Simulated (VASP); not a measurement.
# WS2 in VASP: a series of runs, part 2 of 2

VASP 6.6.1. Earlier steps stand in the parts before.

**4. Work function, PBE, non-collinear spin, zero start, spin-orbit coupling**

INCAR reads:

```
ALGO = Normal
EDIFF = 1E-6
ENCUT = 520
GGA = PE
GGA_COMPAT = False
ISIF = 2
ISMEAR = -1
LASPH = True
LCHARG = True
LMAXMIX = 4
LORBIT = 11
LREAL = False
LSORBIT = True
LVACPOTAV = True
LVHAR = True
LWAVE = False
MAGMOM = 0 0 0 0 0 0 0 0 0
NELM = 80
PREC = Accurate
SIGMA = 0.05
```

KPOINTS reads:

```
k-points
0
Gamma
  10 10 1
```

POSCAR reads:

```
WS2
1.0
    3.1530000000      0.0000000000      0.0000000000
   -1.5765000000      2.7305780981      0.0000000000
    0.0000000000      0.0000000000     21.1400000000
S W
2 1
Direct
    0.6666666667      0.3333333333      0.4257332072
    0.6666666667      0.3333333333      0.5742667928
    0.3333333333      0.6666666667      0.5000000000
```

Potentials or basis: VASP PAW PBE potentials, release 64 (S, W_sv).

On the command line:

```sh
cat potpaw_PBE.64/S/POTCAR potpaw_PBE.64/W_sv/POTCAR > POTCAR
mpirun -np 1 vasp_ncl > vasp.out
```

OUTCAR:

```text
EDIFF = 1E-6
   ENCUT = 520
   GGA = PE
   ISIF = 2
   ISMEAR = -1
   LASPH = True
   LORBIT = 11
   LREAL = False
   LSORBIT = True
   NELM = 80
   PREC = Accurate

 ion  position               nearest neighbor table
   1  0.667  0.333  0.426-   3 2.40   3 2.40   3 2.40
   2  0.667  0.333  0.574-   3 2.40   3 2.40   3 2.40
   3  0.333  0.667  0.500-   1 2.40   2 2.40   1 2.40   2 2.40   1 2.40   2 2.40

  LATTYP: Found a hexagonal cell.
 ALAT       =     3.1530000000
 C/A-ratio  =     6.7047256581

  Lattice vectors:

 A1 = (   3.1530000000,   0.0000000000,   0.0000000000)
 A2 = (  -1.5765000000,   2.7305780981,   0.0000000000)
 A3 = (   0.0000000000,   0.0000000000,  21.1400000000)

Analysis of symmetry for initial positions (statically):
=====================================================================
 Subroutine PRICEL returns:
 Original cell was already a primitive cell.

 Routine SETGRP: Setting up the symmetry group for a
 hexagonal supercell.

 Subroutine GETGRP returns: Found 12 space group operations
 (whereof 12 operations were pure point group operations)
 out of a pool of 24 trial point group operations.

The static configuration has the point symmetry D_3h.

Analysis of symmetry for dynamics (positions and initial velocities):
=====================================================================
 Subroutine PRICEL returns:
 Original cell was already a primitive cell.

 Routine SETGRP: Setting up the symmetry group for a
 hexagonal supercell.

 Subroutine GETGRP returns: Found 12 space group operations
 (whereof 12 operations were pure point group operations)
 out of a pool of 24 trial point group operations.

The dynamic configuration has the point symmetry D_3h.

Analysis of structural, dynamic, and magnetic symmetry:
=====================================================================
[... 1003 lines left out ...]
 -----------------------------------------------------------------------------------
      1.57650      0.91019      9.00000        -0.000000     -0.000000     -0.297313
      1.57650      0.91019     12.14000         0.000000      0.000000      0.297313
     -0.00000      1.82039     10.57000         0.000000     -0.000000      0.000000
 -----------------------------------------------------------------------------------
    total drift:                               -0.000000      0.000000      0.000000

  FREE ENERGIE OF THE ION-ELECTRON SYSTEM (eV)
  ---------------------------------------------------
  free  energy   TOTEN  =       -24.4151212171 eV

  energy  without entropy=      -24.4151212162  energy(sigma->0) =      -24.41512122

 Spin-Orbit-Coupling matrix elements

 Ion:    1  E_soc:     -0.0029966
 l=   1
     0.0000000    -0.0004622    -0.0005738
    -0.0004622     0.0000000    -0.0004622
    -0.0005738    -0.0004622     0.0000000
 l=   2
     0.0000000     0.0000000     0.0000000     0.0000000     0.0000000
     0.0000000     0.0000000     0.0000000     0.0000000     0.0000000
     0.0000000     0.0000000     0.0000000     0.0000000     0.0000000
     0.0000000     0.0000000     0.0000000     0.0000000     0.0000000
     0.0000000     0.0000000     0.0000000     0.0000000     0.0000000
 l=   3
     0.0000000     0.0000000     0.0000000     0.0000000     0.0000000     0.0000000     0.0000000
     0.0000000     0.0000000     0.0000000     0.0000000     0.0000000     0.0000000     0.0000000
     0.0000000     0.0000000     0.0000000     0.0000000     0.0000000     0.0000000     0.0000000
     0.0000000     0.0000000     0.0000000     0.0000000     0.0000000     0.0000000     0.0000000
[... 29 lines left out ...]
 l=   2
     0.0000000    -0.0050884     0.0000000    -0.0050884    -0.0225618
    -0.0050884     0.0000000    -0.0164149    -0.0043418    -0.0050884
     0.0000000    -0.0164149     0.0000000    -0.0164149     0.0000000
    -0.0050884    -0.0043418    -0.0164149     0.0000000    -0.0050884
    -0.0225618    -0.0050884     0.0000000    -0.0050884     0.0000000
 l=   3
     0.0000000     0.0000000     0.0000000     0.0000000     0.0000000     0.0000000     0.0000000
     0.0000000     0.0000000     0.0000000     0.0000000     0.0000000     0.0000000     0.0000000
     0.0000000     0.0000000     0.0000000     0.0000000     0.0000000     0.0000000     0.0000000
     0.0000000     0.0000000     0.0000000     0.0000000     0.0000000     0.0000000     0.0000000
     0.0000000     0.0000000     0.0000000     0.0000000     0.0000000     0.0000000     0.0000000
     0.0000000     0.0000000     0.0000000     0.0000000     0.0000000     0.0000000     0.0000000
     0.0000000     0.0000000     0.0000000     0.0000000     0.0000000     0.0000000     0.0000000

 total charge

# of ion       s       p       d       tot
------------------------------------------
    1        1.359   2.369   0.000   3.728
    2        1.359   2.369   0.000   3.728
    3        2.322   6.339   3.399  12.060
--------------------------------------------------
tot          5.039  11.078   3.399  19.516

 magnetization (x)

# of ion       s       p       d       tot
------------------------------------------
    1        0.000  -0.000   0.000  -0.000
    2        0.000   0.000   0.000   0.000
    3        0.000  -0.000  -0.000  -0.000
--------------------------------------------------
tot          0.000   0.000  -0.000   0.000

 magnetization (y)

# of ion       s       p       d       tot
------------------------------------------
    1        0.000  -0.000   0.000  -0.000
    2        0.000   0.000   0.000   0.000
    3        0.000   0.000   0.000   0.000
--------------------------------------------------
tot          0.000   0.000   0.000   0.000

 magnetization (z)

# of ion       s       p       d       tot
------------------------------------------
    1       -0.000  -0.000   0.000  -0.000
    2        0.000   0.000   0.000   0.000
    3        0.000  -0.000   0.000  -0.000
--------------------------------------------------
tot         -0.000  -0.000   0.000  -0.000
```

OSZICAR:

```text
N       E                     dE             d eps       ncg     rms          rms(c)
DAV:   1     0.229239527830E+03    0.22924E+03   -0.13107E+04  1848   0.123E+03
DAV:   2    -0.428152642011E+01   -0.23352E+03   -0.22794E+03  2038   0.294E+02
DAV:   3    -0.251918332713E+02   -0.20910E+02   -0.20773E+02  1910   0.877E+01
[... 13 lines left out ...]
DAV:  17    -0.244150569886E+02   -0.43953E-04   -0.16192E-06  1510   0.686E-03    0.347E-03
DAV:  18    -0.244150963413E+02   -0.39353E-04   -0.95297E-07  1272   0.502E-03    0.249E-03
DAV:  19    -0.244151105848E+02   -0.14243E-04   -0.31627E-07  1250   0.209E-03    0.194E-03
DAV:  20    -0.244151205591E+02   -0.99743E-05   -0.39853E-07  1190   0.303E-03    0.101E-03
DAV:  21    -0.244151212171E+02   -0.65802E-06   -0.59328E-08  1102   0.928E-04
   1 F= -.24415121E+02 E0= -.24415121E+02  d E =-.909473E-09  mag=     0.0000    -0.0000     0.0000
```

stdout:

```text
POSCAR found type information on POSCAR S W
 POSCAR found :  2 types and       3 ions
 scaLAPACK will be used
 LDA part: xc-table for (Slater+PW92), standard interpolation
 POSCAR, INCAR and KPOINTS ok, starting setup
 FFT: planning ... GRIDC
 FFT: planning ... GRID_SOFT
 FFT: planning ... GRID
 WAVECAR not read
 entering main loop
```

Run time: 4.5 min. Hardware: 1 thread of Intel Xeon Platinum 8559C (Emerald Rapids), shared host; peak memory 0.75 GiB.

What came out:

| Item | Value |
| --- | --- |
| Free energy | -24.4151 eV |
| Largest force | 0.297 eV/Å |
| Net moment | 0.00 μB per cell |
| Valence electrons inside the program's atomic spheres | S 3.73; W 12.06 |

Forces in eV/Å, atoms in the order of the input:
```
S    0.000  0.000 -0.297
S    0.000  0.000  0.297
W    0.000  0.000  0.000
```

Moments on the atoms (μB; x, y, z):
```
S   0.00 0.00 0.00
S   0.00 0.00 0.00
W   0.00 0.00 0.00
```

**5. The runs side by side**

| level | potentials or basis | spin | gap on the mesh (eV) | largest force (eV/Å) |
| --- | --- | --- | --- | --- |
| LDA | VASP PAW LDA potentials, release 64 (S, W_sv) | off | 2.22 | 0.35 |
| PBE | VASP PAW PBE potentials, release 64 (S, W_sv) | off | 2.23 | 0.27 |
| PBE | VASP PAW PBE potentials, release 64 (S, W_sv) | non-collinear, zero start, SOC | - | 0.30 |

Alike in all rows: task work function; cell as given; k mesh 10 × 10 × 1; cutoff (eV) 520; smearing fermi-dirac 0.05 eV.

Caveats: spin-orbit coupling is left out, which moves the levels of the heavy elements (some runs).

Absolute energies hang on the potentials; compare differences alone.
